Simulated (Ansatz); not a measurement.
Conformers of C₄H₁₀O, SMILES `CCCCO`, each relaxed with PBE0-D4/def2-TZVP in Ansatz. CBS adds the triple-zeta coupled-cluster correction to the MP2 limit.

Not all of them had a frequency check.

Conformer A:

Z-matrix (Å, degrees):
```
C
C 1 1.518
H 1 1.094 2 111.3
H 1 1.092 2 111.5 3 120.3
H 1 1.094 2 111.1 3 -119.7
C 2 1.520 1 112.9 3 59.4
H 2 1.094 1 110.1 3 -178.5
H 2 1.096 1 109.7 3 -62.2
C 6 1.517 2 113.7 1 177.6
H 6 1.099 2 109.7 1 55.2
H 6 1.097 2 109.9 1 -60.7
O 9 1.414 6 113.3 2 -61.3
H 9 1.099 6 109.9 2 174.2
H 9 1.094 6 110.0 2 56.4
H 12 0.961 9 108.1 6 -62.0
```

Conformer B:

```xyz
15

C    -0.438   -0.067   -1.825
C     0.722    0.253   -0.894
C     0.583   -0.347    0.499
C    -0.575    0.220    1.298
O    -0.679   -0.342    2.589
H    -0.255    0.322   -2.829
H    -1.377    0.367   -1.473
H    -0.585   -1.148   -1.909
H     0.836    1.341   -0.810
H     1.652   -0.113   -1.341
H     0.463   -1.434    0.431
H     1.510   -0.170    1.059
H    -1.526    0.000    0.809
H    -0.485    1.316    1.351
H     0.154   -0.199    3.046
```

Q: Which is lowest in electronic energy at CCSD(T)/CBS (frozen core, def2 sets), and by how much? (Estimate.)

A: Ansatz gave: A; B lies 2.6 kJ/mol higher.

Q: Give the energies relative to A (kJ/mol) with r2SCAN-D4/def2-TZVPP, PBE/def2-TZVPP, HF/def2-TZVPP, SCS-MP2/def2-TZVPP, CCSD(T)/def2-TZVPP, MP2/CBS(def2), CCSD/CBS(def2). (An estimate is asked.)

A: Ansatz gave: 
```
               level    B
r2SCAN-D4/def2-TZVPP  3.6
      PBE/def2-TZVPP  3.6
       HF/def2-TZVPP  3.8
  SCS-MP2/def2-TZVPP  3.1
  CCSD(T)/def2-TZVPP  3.0
       MP2/CBS(def2)  2.7
      CCSD/CBS(def2)  2.7
```
